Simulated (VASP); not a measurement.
# AlN (P6_3mc) in VASP: relaxation of cell and atoms with PBEsol

Aim: the relaxation of cell and atoms of AlN with PBEsol.

All numbers are computed with VASP 6.6.1; they aren't measurements. Logs are shortened: lines on timing, memory, paths and dates and some standing lists are left out, and cuts for length are marked.

**1. The structure**

Symmetry: P6_3mc, No. 186, hexagonal system. The conventional cell has a = 3.113 Å, b = 3.113 Å, c = 4.981 Å, α = 90.00°, β = 90.00°, γ = 120.00°. Al (site symmetry 3m) is surrounded by 4 N at 1.89 to 1.90 Å. Around N (site symmetry 3m) lie 4 Al at 1.89 to 1.90 Å.

**2. Relaxation of cell and atoms, PBEsol**

Contents of INCAR:

```
SYSTEM = AlN
  PREC = Accurate
  ENCUT = 600
  EDIFF = 1E-7
  ISMEAR = 0
  SIGMA = 0.03
  LREAL = .FALSE.
  LASPH = .TRUE.
  NELM = 80
  ALGO = Normal
  ISIF = 3
  LWAVE = .FALSE.
  LCHARG = .FALSE.
  GGA = PS
  IBRION = 2
  NSW = 90
  EDIFFG = -0.005
```

Contents of KPOINTS:

```
Automatic mesh
0
G
  12 12 6
  0 0 0
```

Contents of POSCAR:

```
AlN                                     
1.0
    3.1127044215      0.0000000000      0.0000000000
   -1.5563522108      2.6956811016     -0.0000000000
   -0.0000000000      0.0000000000      4.9808959690
  Al              N             
     2     2
Direct
     0.3333333300000021    0.6666666699999979    0.9989884324125895
     0.6666666699999979    0.3333333300000021    0.4989884324125896
     0.3333333300000021    0.6666666699999979    0.3810115675874130
     0.6666666699999979    0.3333333300000021    0.8810115675874131
```

Potentials or basis: VASP PAW PBE potentials, release 64 (Al, N).

Started as:

```
cat potpaw_PBE.64/Al/POTCAR potpaw_PBE.64/N/POTCAR > POTCAR
mpirun -np 1 vasp_std > vasp.out
```

OUTCAR:

```text
SYSTEM = AlN
   PREC = Accurate
   ENCUT = 600
   EDIFF = 1E-7
   ISMEAR = 0
   LREAL = .FALSE.
   LASPH = .TRUE.
   NELM = 80
   ISIF = 3
   GGA = PS
   IBRION = 2
   NSW = 90
   EDIFFG = -0.005

 ion  position               nearest neighbor table
   1  0.333  0.667  0.999-   4 1.89   4 1.89   4 1.89   3 1.90   2 3.07   2 3.07   2 3.07   2 3.07
                             2 3.07   2 3.07
   2  0.667  0.333  0.499-   3 1.89   3 1.89   3 1.89   4 1.90   1 3.07   1 3.07   1 3.07   1 3.07
                             1 3.07   1 3.07
   3  0.333  0.667  0.381-   2 1.89   2 1.89   2 1.89   1 1.90
   4  0.667  0.333  0.881-   1 1.89   1 1.89   1 1.89   2 1.90

  LATTYP: Found a hexagonal cell.
 ALAT       =     3.1127044215
 C/A-ratio  =     1.6001827654

  Lattice vectors:

 A1 = (   3.1127044215,   0.0000000000,   0.0000000000)
 A2 = (  -1.5563522108,   2.6956811016,   0.0000000000)
 A3 = (   0.0000000000,   0.0000000000,   4.9808959690)

Analysis of symmetry for initial positions (statically):
=====================================================================
 Subroutine PRICEL returns:
 Original cell was already a primitive cell.

 Routine SETGRP: Setting up the symmetry group for a
 hexagonal supercell.

 Subroutine GETGRP returns: Found 12 space group operations
 (whereof  6 operations were pure point group operations)
 out of a pool of 24 trial point group operations.

The static configuration has the point symmetry C_3v.
 The point group associated with its full space group is C_6v.

Analysis of symmetry for dynamics (positions and initial velocities):
=====================================================================
 Subroutine PRICEL returns:
 Original cell was already a primitive cell.

 Routine SETGRP: Setting up the symmetry group for a
 hexagonal supercell.

 Subroutine GETGRP returns: Found 12 space group operations
 (whereof  6 operations were pure point group operations)
 out of a pool of 24 trial point group operations.

The dynamic configuration has the point symmetry C_3v.
 The point group associated with its full space group is C_6v.

 Subroutine INISYM returns: Found 12 space group operations
 (whereof  6 operations are pure point group operations),
 and found     1 'primitive' translations

----------------------------------------------------------------------------------------

                                     Primitive cell

  volume of cell :      41.7940

  direct lattice vectors                    reciprocal lattice vectors
     3.112704422  0.000000000  0.000000000     0.321264041  0.185481881  0.000000000
    -1.556352211  2.695681102  0.000000000     0.000000000  0.370963761  0.000000000
     0.000000000  0.000000000  4.980895969     0.000000000  0.000000000  0.200767092

  length of vectors
     3.112704422  3.112704420  4.980895969     0.370963761  0.370963761  0.200767092

  position of ions in fractional coordinates (direct lattice)
     0.333333330  0.666666670  0.998988432
     0.666666670  0.333333330  0.498988432
     0.333333330  0.666666670  0.381011568
     0.666666670  0.333333330  0.881011568

  ion indices of the primitive-cell ions
   primitive index   ion index
                 1           1
                 2           2
                 3           3
                 4           4

----------------------------------------------------------------------------------------

 KPOINTS: Automatic mesh

Automatic generation of k-mesh.
 Grid dimensions read from file:
 generate k-points for:   12   12    6

 Generating k-lattice:

  Cartesian coordinates                     Fractional coordinates (reciprocal lattice)
     0.026772003  0.015456823  0.000000000     0.083333333  0.000000000  0.000000000
     0.000000000  0.030913647  0.000000000     0.000000000  0.083333333  0.000000000
     0.000000000  0.000000000  0.033461182     0.000000000  0.000000000  0.166666667

  Length of vectors
     0.030913647  0.030913647  0.033461182

  Shift w.r.t. Gamma in fractional coordinates (k-lattice)
     0.000000000  0.000000000  0.000000000

 Subroutine IBZKPT returns following result:
 ===========================================

 Found     76 irreducible k-points:

 Following reciprocal coordinates:
            Coordinates               Weight
  0.000000  0.000000  0.000000      1.000000
  0.083333  0.000000  0.000000      6.000000
  0.166667 -0.000000  0.000000      6.000000
  0.250000  0.000000  0.000000      6.000000
  0.333333 -0.000000  0.000000      6.000000
  0.416667  0.000000  0.000000      6.000000
[... 16 lines left out ...]
  0.250000  0.000000  0.166667     12.000000
  0.333333 -0.000000  0.166667     12.000000
 [... further k-points ...]
   k-points           NKPTS =     76   k-points in BZ     NKDIM =     76   number of bands    NBANDS=     12
   number of dos      NEDOS =    301   number of ions     NIONS =      4
   total plane-waves  NPLWV =  31360
   dimension x,y,z NGX =    28 NGY =   28 NGZ =   40
   dimension x,y,z NGXF=    56 NGYF=   56 NGZF=   80
   ions per type =               2   2
   NGX,Y,Z   is equivalent  to a cutoff of  14.95, 14.95, 13.35 a.u.
   NGXF,Y,Z  is equivalent  to a cutoff of  29.91, 29.91, 26.70 a.u.
 SYSTEM =  AlN
   PREC   = accura    normal or accurate (medium, high low for compatibility)
   ISTART =      0    job   : 0-new  1-cont  2-samecut
   ICHARG =      2    charge: 1-file 2-atom 10-const
   ISPIN  =      1    spin polarized calculation?
   LNONCOLLINEAR =      F non collinear calculations
   LSORBIT =      F    spin-orbit coupling
   LASPH  =      T    aspherical Exc in radial PAW
   ENCUT  =  600.0 eV  44.10 Ry    6.64 a.u.   6.22  6.22  9.95*2*pi/ulx,y,z
   NELM   =     80;   NELMIN=  2; NELMDL= -5     # of ELM steps
   EDIFF  = 0.1E-06   stopping-criterion for ELM
   LREAL  =      F    real-space projection
   EDIFFG = -.5E-02   stopping-criterion for IOM
   NSW    =     90    number of steps for IOM
   IBRION =      2    ionic relax: 0-MD 1-quasi-New 2-CG
   NFREE  =      1    steps in history (QN), initial steepest desc. (CG)
   ISIF   =      3    stress and relaxation
   ISYM   =      2    0-nonsym 1-usesym 2-fastsym
   POTIM  = 0.5000    time-step for ionic-motion
   TEBEG  =    0.0;   TEEND  =   0.0 temperature during run
   PSTRESS=    0.0 pullay stress
   NELECT =      16.0000    total number of electrons
   NUPDOWN=      -1.0000    fix difference up-down
   EMIN   =  10.00;   EMAX   =-10.00  energy-range for DOS
   EFERMI =   0.00;   METHOD = LEGACY
   ISMEAR =     0;   SIGMA  =   0.03  broadening in eV -4-tet -1-fermi 0-gaus
   EFERMI_NEDOS =   21; number of points for ismear=-14 and -15
   IALGO  =     38    algorithm
   IMIX   =      4    mixing-type and parameters
     AMIX     =   0.40;   BMIX     =  1.00
     AMIX_MAG =   1.60;   BMIX_MAG =  1.00
  volume/ion in A,a.u.               =      10.45        70.51
  Fermi-wavevector in a.u.,A,eV,Ry     =   1.188713  2.246341 19.225545  1.413038
  Thomas-Fermi vector in A             =   2.324836
   LORBIT       =      0    0 simple, 1 ext, 2 COOP (PROOUT), +10 PAW based schemes
   GGA     = PS    functional components
   LHFCALC =     F    Hartree Fock is set to
   AEXX    =    0.0000 exact exchange contribution
   IVDW    =     0    specifies the selected vdW correction
   LEPSILON=     F    determine dielectric tensor
   LRPA    =     F    only Hartree local field effects (RPA)
 conjugate gradient relaxation of ions
 non-spin polarized calculation
 Gauss-broadening in eV      SIGMA  =   0.03
  energy-cutoff  :      600.00
  volume of cell :       41.79
 maximum number of plane-waves:      1412
 NGX is ok and might be reduce to    28
   NGX = 13   NGY = 13   NGZ = 19

--------------------------------------- Ionic step        1  -------------------------------------------

 number of electron      15.9999999 magnetization

 Free energy of the ion-electron system (eV)
  ---------------------------------------------------
  ext. energy  EPLUGINS =         0.00000000
  ---------------------------------------------------
  free energy    TOTEN  =       -31.31568584 eV

  energy without entropy =      -31.31568584  energy(sigma->0) =      -31.31568584

------------------------ aborting loop because EDIFF is reached ----------------------------------------

  FORCE on cell =-STRESS in cart. coord.  units (eV):
  Direction    XX          YY          ZZ          XY          YZ          ZX
  --------------------------------------------------------------------------------------
  -------------------------------------------------------------------------------------
  Total        0.0222997      0.0222997      0.0321571     -0.0000000      0.0000000      0.0000000
  in kB        0.8548617      0.8548617      1.2327466     -0.0000000      0.0000000      0.0000000
  external PRESSURE =       0.9808234 kB  Pullay stress =       0.0000000 kB
[... 61 lines left out ...]
  energy  without entropy=      -31.3156852680  energy(sigma->0) =      -31.31568527

--------------------------------------- Ionic step        3  -------------------------------------------

 number of electron      15.9999999 magnetization

 Free energy of the ion-electron system (eV)
  ---------------------------------------------------
  ext. energy  EPLUGINS =         0.00000000
  ---------------------------------------------------
  free energy    TOTEN  =       -31.31569127 eV

  energy without entropy =      -31.31569127  energy(sigma->0) =      -31.31569127

 E-fermi :   6.2065     XC(G=0): -11.1029

 val. band max:        6.0591933981   @ k =   0.0000   0.0000   0.0000
 cond. band min:      10.1765249652   @ k =   0.0000   0.0000   0.0000
 fundamental gap:      4.1173315671
 Fermi energy:         6.2065117666

 k-point     1 :       0.0000    0.0000    0.0000
  band No.  band energies     occupation
      1      -9.1088      2.00000
      2      -6.9262      2.00000
      3       0.0046      2.00000
      4       5.1786      2.00000
      5       5.1786      2.00000
      6       5.8334      2.00000
      7       5.8334      2.00000
      8       6.0592      2.00000
      9      10.1765      0.00000
     10      12.6103      0.00000
     11      16.5572      0.00000
     12      17.0806      0.00000
[... 331 lines left out ...]
 k-point    24 :       0.3333   -0.0000    0.1667
  band No.  band energies     occupation
      1      -7.7687      2.00000
      2      -6.5136      2.00000
      3       1.0980      2.00000
      4       2.0761      2.00000
      5       2.6872      2.00000
      6       4.2619      2.00000
      7       5.2564      2.00000
      8       5.3888      2.00000
      9      11.7853      0.00000
     10      12.5815      0.00000
     11      14.4469      0.00000
     12      16.1201      0.00000

 [... further k-points ...]

------------------------ aborting loop because EDIFF is reached ----------------------------------------

  FORCE on cell =-STRESS in cart. coord.  units (eV):
  Direction    XX          YY          ZZ          XY          YZ          ZX
  --------------------------------------------------------------------------------------
  -------------------------------------------------------------------------------------
  Total       -0.0006335     -0.0006335      0.0031487      0.0000000      0.0000000     -0.0000000
  in kB       -0.0242739     -0.0242739      0.1206525      0.0000000      0.0000000     -0.0000000
  external PRESSURE =       0.0240349 kB  Pullay stress =       0.0000000 kB
[... 19 lines left out ...]
  FREE ENERGIE OF THE ION-ELECTRON SYSTEM (eV)
  ---------------------------------------------------
  free  energy   TOTEN  =       -31.3156912696 eV

  energy  without entropy=      -31.3156912696  energy(sigma->0) =      -31.31569127

 reached required accuracy - stopping structural energy minimisation
```

Run time: 53 s. Hardware: 1 thread of Intel Xeon 6975P-C (Granite Rapids), shared host; peak memory 0.2 GiB.

What came out:

| Property | Result |
| --- | --- |
| Free energy | -31.3157 eV |
| Relaxed volume | 10.45 Å³/atom |
| Relaxed cell | a = 3.113 Å, b = 3.113 Å, c = 4.982 Å, α = 90.00°, β = 90.00°, γ = 120.00° |
| Space group after relaxing (to 0.05 Å) | P6_3mc (No. 186) |
| Energy gained by relaxing | 0.0 meV/atom |
| Ionic steps | 3 |
| Pressure after relaxing | 0.0 GPa |
| Band gap on the k mesh | 4.12 eV, direct |

Final structure:
```cif
data_structure
_symmetry_space_group_name_H-M 'P 1'
_symmetry_Int_Tables_number 1
_cell_length_a 3.1131
_cell_length_b 3.1131
_cell_length_c 4.9818
_cell_angle_alpha 90.000
_cell_angle_beta 90.000
_cell_angle_gamma 120.000
_cell_volume 41.81
loop_
_atom_site_label
_atom_site_type_symbol
_atom_site_fract_x
_atom_site_fract_y
_atom_site_fract_z
_atom_site_occupancy
Al1 Al 0.33333 0.66667 0.99899 1
Al2 Al 0.66667 0.33333 0.49899 1
N1 N 0.33333 0.66667 0.38101 1
N2 N 0.66667 0.33333 0.88101 1
```

Caveat: the PAW data sets were made with another functional, which shifts forces and pressure a little.
